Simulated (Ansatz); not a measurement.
# CdSe: the cost of one run

Program: Ansatz 0.2.0. Level of theory: DFT PBEsol, frozen-core PAW, scalar-relativistic unless said. These are calculated values, not measurements.

1 further run of the same task is left out (it didn't finish).

## 1. The system as given

Symmetry: F-43m, No. 216, cubic system. The conventional cell has a = 6.141 Å, b = 6.141 Å, c = 6.141 Å, α = 90.00°, β = 90.00°, γ = 90.00°. Around Cd (site symmetry -43m) lie 4 Se at 2.66 Å. Se (site symmetry -43m) is surrounded by 4 Cd at 2.66 Å.

Coordinates:

```cif
data_structure
_symmetry_space_group_name_H-M 'F-43m'
_symmetry_Int_Tables_number 216
_cell_length_a 6.1405
_cell_length_b 6.1405
_cell_length_c 6.1405
_cell_angle_alpha 90.000
_cell_angle_beta 90.000
_cell_angle_gamma 90.000
_cell_volume 231.54
loop_
_atom_site_label
_atom_site_type_symbol
_atom_site_symmetry_multiplicity
_atom_site_Wyckoff_symbol
_atom_site_fract_x
_atom_site_fract_y
_atom_site_fract_z
_atom_site_occupancy
Cd1 Cd 4 a 0.00000 0.00000 0.00000 1
Se1 Se 4 c 0.25000 0.25000 0.25000 1
```

Cartesian axes are those of the input's lattice vectors. The structure goes back to a database entry.

## 2. Cell and atoms relaxed, PAW

Contents of input.yaml:

```yaml
crystal:
  lattice:
    - [0.0, 3.0702711986, 3.0702711986]
    - [3.0702711986, 0.0, 3.0702711986]
    - [3.0702711986, 3.0702711986, 0.0]
  atoms:
    - { symbol: Cd, position: [0.0, 0.0, 0.0] }
    - { symbol: Se, position: [0.75, 0.75, 0.75] }
kpoints:
  mp_grid: { grid: [12, 12, 12] }
scf:
  occupations: { method: fermi_dirac, width: 0.05 }
hamiltonian:
  xc: pbesol
  pseudopotentials: { kind: paw }
relax:
  f_tol: 0.002
  max_steps: 80
  cell: {}
output:
  forces: true
  stress: true
```

Started as:

```console
> ansatz run input.yaml --threads 1 --pin off --max-ram 2048MiB --backend cpu --events-out ev --progress --plain --runs-dir out
```

What time and memory should one allow on 1 thread of Arm Neoverse V1, shared host?

About 26 s, with a peak of 0.4 GiB.
